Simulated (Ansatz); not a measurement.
Structure relaxation of S

All numbers below come from DFT r2SCAN, scalar-relativistic, plane waves, PAW in Ansatz 0.2.0. Cutoff 500 eV, Γ-centred k mesh, Gaussian smearing, no spin polarisation in the final step.

The start puts S on the trigonal selenium structure type (P3_121, No. 152), at a guessed volume.

```xyz
3
Lattice="4.4187 0.0000 0.0000 -2.2093 3.8267 0.0000 0.0000 0.0000 5.0131" Properties=species:S:1:pos:R:3 pbc="T T T"
S     0.9960    0.0000    1.6710
S    -0.4980    0.8625    3.3421
S     1.7114    2.9642    0.0000
```

Cell and atoms relax at zero pressure; the relaxation can't lower the symmetry of the start. After a coarse first stage the cell is made exact in the group found at 0.06 Å.

Energies count from the standard state of S at the same level.

(1) Which crystal results?

(2) What are its volume, energy, density and gap?

## Answers

(1) It keeps P3_121 (No. 152). The result has the trigonal selenium structure. Conventional cell: a = 4.654 Å, c = 4.394 Å. S has 2 S at 2.07 Å.

```
S
1.0
     4.65402    0.00000    0.00000
    -2.32701    4.03050    0.00000
     0.00000    0.00000    4.39398
S
3
Direct
  0.18117 0.00000 0.33333
  0.00000 0.18117 0.66667
  0.81883 0.81883 0.00000
```

(2) The volume per atom is 27.5 Å³. The density is 1.9 g/cm³, the energy over the standard structure is 0.043 eV/atom and the gap on the 9×9×6 mesh is 2.45 eV.

The final run used a 9×9×6 mesh on its 3-atom cell and 0.02 eV smearing. Weakly bound directions are ill-defined at this level, which has no dispersion term. A structure relaxed within its symmetry needn't be a true minimum.